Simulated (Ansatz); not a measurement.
The system is TiTe2.

```xyz
3
Lattice="3.0256 0.0000 0.0000 0.0000 3.0256 0.0000 0.0000 0.0000 9.3016" Properties=species:S:1:pos:R:3 pbc="T T T"
Ti    0.0000    0.0000    0.0000
Te    0.0000    0.0000    2.7376
Te    0.0000    0.0000    6.5641
```

The cell was built by a generator and needn't be a form met in nature.

```yaml
Program: Ansatz 0.2.0
Task: relaxation of cell and atoms
Functional: revPBE
Potentials_or_basis: Ansatz PAW
Cutoff: "420 eV (not typed: the program's choice for these potentials)"
k_mesh: 9 × 9 × 3
Occupations: fermi-dirac, width 0.05 eV
Spin: no spin polarisation
```

At the start: volume 28.38 Å³/atom.

Problem. How do energy, volume and symmetry change on relaxing?

Solution. It ends after 13 steps and the volume is 37.11 Å³/atom (+30.7 %); space group P4/mmm (No. 123, to 0.05 Å).

The path:
```
step  energy change (eV)  largest force (eV/Å)  volume (Å³)
   1              0.0000                0.0294        85.15
   2             -0.1109                0.0970        96.49
   3             -0.1380                0.0861        97.82
   4             -0.1469                0.0430       100.78
   5             -0.1478                0.0021       102.15
   6             -0.1479                0.0012       101.91
   7             -0.1553                0.0020       101.91
   8             -0.1586                0.0088       103.96
   9             -0.1621                0.0285       108.42
  10             -0.1625                0.0010       109.59
  11             -0.1624                0.0105       111.42
  12             -0.1625                0.0003       111.33
  13             -0.1641                0.0002       111.33
```

Final structure:
```cif
data_structure
_symmetry_space_group_name_H-M 'P 1'
_symmetry_Int_Tables_number 1
_cell_length_a 3.1126
_cell_length_b 3.1126
_cell_length_c 11.4909
_cell_angle_alpha 90.000
_cell_angle_beta 90.000
_cell_angle_gamma 90.000
_cell_volume 111.33
loop_
_atom_site_label
_atom_site_type_symbol
_atom_site_fract_x
_atom_site_fract_y
_atom_site_fract_z
_atom_site_occupancy
Ti1 Ti 0.00000 0.00000 0.00000 1
Te1 Te 0.00000 0.00000 0.24073 1
Te2 Te 0.00000 0.00000 0.75927 1
```

Caveat: the volume moved by over 15 % at a fixed basis, so the end points are rough; the plane-wave basis is chosen anew once the cell has moved, so the energies of steps on either side of that aren't comparable; this functional lacks dispersion, which binds the layers, so the pressure and a relaxed spacing across them are unreliable, and here the layers came unbound; the PAW data sets come from PBE, with cores solved anew for the run's functional, which leaves a small shift of forces and pressure.
